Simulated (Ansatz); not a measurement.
# Zr: one candidate structure

Where does Zr go from the start given, K type (Cmmm, No. 65)?

The COD entry's cell or inner coordinates are ideal or old and differ from later refinements, so a difference from it is no clean test against experiment.

Computed with Ansatz 0.2.0 (DFT PBE, scalar-relativistic, plane waves, PAW, unless a step's input says otherwise).

3 further runs of the same task are left out: 3 set aside as unsound or not needed.

## Step 1: The structure to begin with

Symmetry: Cmmm, No. 65, orthorhombic system. The conventional cell has a = 5.450 Å, b = 8.134 Å, c = 6.160 Å, α = 90.00°, β = 90.00°, γ = 90.00°. Around Zr (site symmetry 2) lie 6 Zr at 2.72 to 3.08 Å. Around Zr (site symmetry mmm) lie 8 Zr at 2.89 Å.

Coordinates:

```
CELL_PARAMETERS angstrom
2.72476 -4.06689 0.00000
2.72476 4.06689 0.00000
0.00000 0.00000 6.15997
ATOMIC_POSITIONS crystal
Zr 0.50000 0.00000 0.25000
Zr 0.00000 0.50000 0.75000
Zr 0.00000 0.50000 0.25000
Zr 0.50000 0.00000 0.75000
Zr 0.00000 0.00000 0.00000
```

(A quick probe on a coarse mesh, which set the mesh and smearing, is not shown.)

## Step 3: Full relaxation

File input.yaml:

```yaml
crystal:
  lattice:
    - [2.7247567271, -4.0668889923, 0.0]
    - [2.7247567271, 4.0668889923, 0.0]
    - [0.0, 0.0, 6.1599674508]
  atoms:
    - { symbol: Zr, position: [0.5, 0.0, 0.25] }
    - { symbol: Zr, position: [0.0, 0.5, 0.75] }
    - { symbol: Zr, position: [0.0, 0.5, 0.25] }
    - { symbol: Zr, position: [0.5, 0.0, 0.75] }
    - { symbol: Zr, position: [0.0, 0.0, 0.0] }
basis:
  ecutwfc: 420
kpoints:
  mp_grid: { grid: [8, 8, 6] }
hamiltonian:
  xc: pbe
scf:
  occupations: { method: gaussian, width: 0.1 }
output:
  forces: true
  stress: true
  eigenvalues: true
relax:
  adjacent_minimum: "off"
  f_tol: 0.01
  max_steps: 80
  cell: { stress_tol: 0.05 }
```

Further runs follow: relaxing again on a mesh for the new cell.

Q: Predict the outcome of this session.

**Answer**, as computed:

```
       quantity                                                                      value
           cell  a = 4.160 Å, b = 4.160 Å, c = 7.521 Å, α = 90.00°, β = 90.00°, γ = 90.00°
    space group                                                           P4/mmm (No. 123)
         volume                                                              26.04 Å³/atom
gap on the mesh                                                               none (metal)
```

In words: The structure ended in another space group than at the start: Cmmm to P4/mmm.
